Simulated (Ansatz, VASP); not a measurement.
## Si: VASP beside Ansatz

INCAR

```
PREC     = Accurate       # precision mode
ENCUT    = 520            # plane-wave cutoff, eV
EDIFF    = 1E-6           # SCF threshold, eV
ISMEAR   = 0              # smearing method
SIGMA    = 0.1            # smearing width, eV
LREAL    = F              # projectors in reciprocal space
LASPH    = T              # aspherical terms in the spheres
NELM     = 60             # most SCF steps
ALGO     = Normal         # electronic algorithm
ISIF     = 2              # what is computed and relaxed
LWAVE    = F              # write WAVECAR
LCHARG   = T              # write CHGCAR
GGA      = CA             # functional
LELF     = T              # ELF
LVHAR    = T            
NBANDS   = 11             # bands
```

KPOINTS

```
regular mesh
0
Gamma
  6 6 6
```

File POSCAR:

```
Si
1.0
    0.0000000000      2.7185000000      2.7185000000
    2.7185000000      0.0000000000      2.7185000000
    2.7185000000      2.7185000000      0.0000000000
Si
2
Direct
    0.5000000000      0.5000000000      0.5000000000
    0.7500000000      0.7500000000      0.7500000000
```

Input for Ansatz:

```yaml
crystal:
  lattice:
    - [0.0, 2.7185, 2.7185]
    - [2.7185, 0.0, 2.7185]
    - [2.7185, 2.7185, 0.0]
  atoms:
    - { symbol: Si, position: [0.5, 0.5, 0.5] }
    - { symbol: Si, position: [0.75, 0.75, 0.75] }
basis:
  ecutwfc: 420
kpoints:
  mp_grid: { grid: [6, 6, 6] }
hamiltonian:
  xc: lda
  pseudopotentials: { kind: paw, azcp: { folder: soft_1 } }
scf:
  occupations: { method: gaussian, width: 0.1 }
output:
  forces: true
  stress: true
  eigenvalues: true
```

Alike in both runs: task single point; functional LDA; k mesh 6 × 6 × 6; occupations gaussian, width 0.1 eV; no spin polarisation.

|  | VASP | Ansatz |
| --- | --- | --- |
| version | VASP 6.6.1 | Ansatz 0.2.0 |
| potentials or method | VASP PAW LDA potentials, release 64 (Si) | scalar-relativistic, plane waves, PAW |
| plane-wave cutoff (eV) | 520 | 420 |
| valence electrons in the cell | 8 | 8 |

|  | VASP | Ansatz | Ansatz less VASP |
| --- | --- | --- | --- |
| gap on the k mesh at the Fermi level (eV) | 0.60 | 0.61 | +0.003 |
| least direct gap on the mesh (eV) | 2.52 | 2.52 | +0.002 |
| pressure (GPa) | -1.7 | -1.7 | -0.05 |

Ansatz warned: «pseudo_functional_mismatch».

A k mesh can miss the band edges.
